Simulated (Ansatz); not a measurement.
# Equation of state of SiC and its gap

A database entry relaxed whole under r2SCAN (F-43m):

```xyz
2
Lattice="0.0000 2.1783 2.1783 2.1783 0.0000 2.1783 2.1783 2.1783 0.0000" Properties=species:S:1:pos:R:3 pbc="T T T"
Si    0.0000    0.0000    0.0000
C     1.0892    1.0892    1.0892
```

The cell was scaled uniformly, its shape held, and the atoms relaxed at each volume with plane-wave PAW DFT (Ansatz 0.2.0; r2SCAN, 500 eV, 12×12×12 Γ-centred mesh, fermi-dirac occupations of width 0.020 eV; no spin, no spin-orbit coupling). One row is withheld.

```csv
volume (Å³/atom),energy over the lowest (meV/atom),pressure (GPa),gap over mesh and path (eV)
9.716,29.2,15.86,1.667
9.923,12.5,10.05,1.683
10.130,3.0,4.78,1.697
10.336,0.0,0.00,1.711
10.543,2.8,-4.34,1.724
10.750,?,?,?
10.956,24.0,-11.83,1.747
```

**Question.** Fit the pressures of the other rows to the third-order Birch-Murnaghan form.

**Answer.** With f = [(V₀/V)^(2/3) − 1]/2 and P = 3B₀f(1 + 2f)^(5/2)[1 + 3(B₀′ − 4)f/2], least squares gives V₀ = 10.34 Å³ an atom, B₀ = 227 GPa and B₀′ = 3.9; the rows miss the fit by less than 0.01 GPa. The slope of the energies differs from these pressures by less than 0.05 GPa.

**Question.** How does the gap move with volume?

**Answer.** A parabola in ln(V/V₀) through the other rows has the slope dE_g/d ln V = +0.7 eV at V₀, so by B₀ the gap moves by -3 meV a GPa: it narrows under pressure.

**Question.** What does the withheld row hold?

**Answer.** The fit gives -8.26 GPa at 10.750 Å³; the run gave -8.27 GPa and 11.0 meV an atom. Its gap is 1.736 eV, against 1.736 eV from the parabola.

Caveats: the shape of the cell was held; 0 K, fixed nuclei; the symmetry was kept, and this need not be the phase that is stable at 0 K; one mesh for all volumes; r2SCAN gaps lie as a rule under measured ones; the slope of the gap can be off by tens of per cent, more where shallow d levels or spin-orbit coupling act on the edges; pressure is positive in compression.
